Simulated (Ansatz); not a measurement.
InCuS2: carrier doping

Consider InCuS2 in the chalcopyrite structure (space group I-42d, No. 122).

```
InCuS2
1.0
   -2.76098     2.76098     5.56516
    2.76098    -2.76098     5.56516
    2.76098     2.76098    -5.56516
Cu In S
2 2 4
Cartesian
  0.00000   2.76098   2.78258
  0.00000   0.00000   0.00000
  2.76098   0.00000   2.78258
  0.00000   0.00000   5.56516
  1.38049   1.22401  -1.39129
  1.38049   1.53698   4.17387
  1.53698  -1.38049   6.95645
  1.22401   4.14148   1.39129
```

Carriers are added at fixed cell with a uniform background; the Fermi–Dirac width is that of 300 K.

Computed with plane-wave PAW DFT at the r2SCAN level (Ansatz, a program for electronic structure, 500 eV), without spin-orbit coupling.

Notes on the quantities. Fermi level from band edge: Fermi level relative to the doped band's edge (positive inside the band; to 0.05 eV).

| variant | Fermi level from band edge | largest internal atomic displacement | gap between the host's bands |
|---|---|---|---|
| undoped | – | – | 0.36 eV |
| electrons 2.0×10^21 cm⁻³ | +1.25 eV | 0.017 Å | 0.30 eV |
| electrons 3.0×10^21 cm⁻³ | +1.35 eV | 0.028 Å | 0.27 eV |
| electrons 7.0×10^21 cm⁻³ | +1.55 eV | 0.078 Å | 0.08 eV |
| holes 2.0×10^21 cm⁻³ | ___ | – | ___ |
| holes 3.0×10^21 cm⁻³ | +0.25 eV | 0.013 Å | 0.58 eV |
| holes 7.0×10^21 cm⁻³ | +0.45 eV | 0.031 Å | 0.80 eV |

### Question
Complete the table.

### Answer

- holes 2.0×10^21 cm⁻³, Fermi level from band edge: +0.20 eV
- holes 2.0×10^21 cm⁻³, gap between the host's bands: 0.51 eV

Charged cell with a jellium background: band edges are those of the host's band count, energies are not comparable with the neutral cell, and many-body gap narrowing is missing. Whether these cells are dynamically stable was not tested. The final runs are not spin-polarised.
